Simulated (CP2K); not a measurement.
Runs of CP2K 2026.2 on CdS (Greenockite). Symmetry: P6_3mc, No. 186, hexagonal system. Conventional cell: a = 4.150 Å, b = 4.150 Å, c = 6.737 Å, α = 90.00°, β = 90.00°, γ = 120.00°. Cd (site symmetry 3m) has 4 S at 2.53 to 2.54 Å as nearest neighbours. Around S (site symmetry 3m) lie 4 Cd at 2.53 to 2.54 Å. 

| level | potentials or basis | smearing | EPS_DEFAULT | NGRIDS | points a segment of the path (NPOINTS) | bands added on the path | CUTOFF of the grids | gap on the mesh (eV) | pressure (GPa) | largest force (eV/Å) |
| --- | --- | --- | --- | --- | --- | --- | --- | --- | --- | --- |
| LDA | GTH_POTENTIALS Cd GTH-PADE-q12, S GTH-PADE-q6; TZVP-MOLOPT-PBE-GTH basis | fermi-dirac 0.1 eV | 1.0E-9 | 4 | 10 | 6 | 450 Ry | 0.89 | -2.6 | 0.06 |
| TB-mBJ | POTENTIAL_UZH Cd GTH-PBE-q12, S GTH-PBE-q6; TZVP-MOLOPT-PBE-GTH basis | fermi-dirac 0.1 eV | 1.0E-9 | 5 | 8 | 4 | 675 Ry | (c) | - | - |
| r2SCAN | POTENTIAL_UZH Cd GTH-SCAN-q12, S GTH-SCAN-q6; TZVP-MOLOPT-SCAN-GTH basis | fermi-dirac 0.0259 eV | 1.0E-10 | 4 | 8 | 2 | 675 Ry | 1.57 | (a) | 0.07 |
| PBEsol | POTENTIAL_UZH Cd GTH-PBE-q12, S GTH-PBE-q6; TZVP-MOLOPT-PBE-GTH basis | fermi-dirac 0.05 eV | 1.0E-9 | 4 | 8 | 2 | 450 Ry | 1.03 | (b) | 0.07 |

Alike in all rows: task band structure; no spin polarisation; cell as given; k mesh 7 × 7 × 4.

Problem. Estimate the missing entries.

Solution. (a) 0.9; (b) -0.1; (c) 1.05.

Caveats: the basis of atomic orbitals isn't converged, which shifts pressures, moduli and gaps; the potentials were made for another functional, which shifts forces and pressure (some runs); this is a model potential without an energy functional, so only levels have meaning (some runs).

A k mesh can miss the band edges, and the runs leave out spin-orbit coupling on Cd.

Runs at the PBE level aren't shown here.
